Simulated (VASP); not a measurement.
A run of VASP 6.6.1 is set up as follows.

The input INCAR:

```
SYSTEM = CoSi
ALGO     = Normal         ! electronic algorithm
EDIFF    = 1E-6           ! SCF threshold, eV
ENCUT    = 520            ! plane-wave cutoff, eV
ISIF     = 2              ! what is computed and relaxed
ISMEAR   = -1             ! smearing method
ISPIN    = 2              ! spin polarisation
LASPH    = .True.         ! aspherical terms in the spheres
LCHARG   = .False.        ! write CHGCAR
LDAU     = .True.         ! DFT+U
LDAUJ    = 0 0          
LDAUL    = 2 -1           ! shell
LDAUPRINT= 1            
LDAUTYPE = 2            
LDAUU    = 3 0            ! U, eV
LMAXMIX  = 4              ! l up to which the mixer works
LMIXTAU  = .True.       
LORBIT   = 11             ! projections on sites
LREAL    = .False.        ! projectors in reciprocal space
LWAVE    = .False.        ! write WAVECAR
MAGMOM   = 2 2 2 2 0 0 0 0 ! initial moments
METAGGA  = R2SCAN         ! meta-GGA
NELM     = 120            ! most SCF steps
PREC     = Accurate       ! precision mode
SIGMA    = 0.05           ! smearing width, eV
```

KPOINTS

```
k-points
0
Gamma
  5 5 5
  0 0 0
```

File POSCAR:

```
CoSi
1.0
    4.4380000000      0.0000000000      0.0000000000
    0.0000000000      4.4380000000      0.0000000000
    0.0000000000      0.0000000000      4.4380000000
Co Si
4 4
Direct
    0.8600000000      0.6400000000      0.3600000000
    0.6400000000      0.3600000000      0.8600000000
    0.3600000000      0.8600000000      0.6400000000
    0.1400000000      0.1400000000      0.1400000000
    0.1570000000      0.3430000000      0.6570000000
    0.3430000000      0.6570000000      0.1570000000
    0.6570000000      0.1570000000      0.3430000000
    0.8430000000      0.8430000000      0.8430000000
```

Potentials or basis: VASP PAW PBE potentials, release 64 (Co, Si).

Command:

```sh
$ cat potpaw_PBE.64/Co/POTCAR potpaw_PBE.64/Si/POTCAR > POTCAR
$ mpirun -np 1 vasp_std > vasp.out
```

**Question.** Predict the band gap on the k mesh.

**Answer.** None (metal or under the smearing width).

**Question.** Estimate the pressure.

**Answer.** -0.6 GPa.

**Question.** What does it give for the net moment?

**Answer.** 4.00 μB per cell.

**Question.** Predict the largest force.

**Answer.** 0.123 eV/Å.

Eigenvalues of the final occupation matrices:
```csv
site,spin,trace,eigenvalues
site 1 d,1,4.39,0.85 0.86 0.86 0.91 0.91
site 1 d,2,3.23,0.39 0.39 0.81 0.81 0.83
site 2 d,1,4.39,0.85 0.86 0.86 0.91 0.91
site 2 d,2,3.23,0.39 0.39 0.81 0.81 0.83
site 3 d,1,4.39,0.85 0.86 0.86 0.91 0.91
site 3 d,2,3.23,0.39 0.39 0.81 0.81 0.83
site 4 d,1,4.39,0.85 0.86 0.86 0.91 0.91
site 4 d,2,3.23,0.39 0.39 0.81 0.81 0.83
```

Caveat: the PAW data sets were made with another functional, which shifts forces and pressure a little; the U is typed as a test and isn't derived for this compound. The state reached can hang on the start; a lower one may exist.
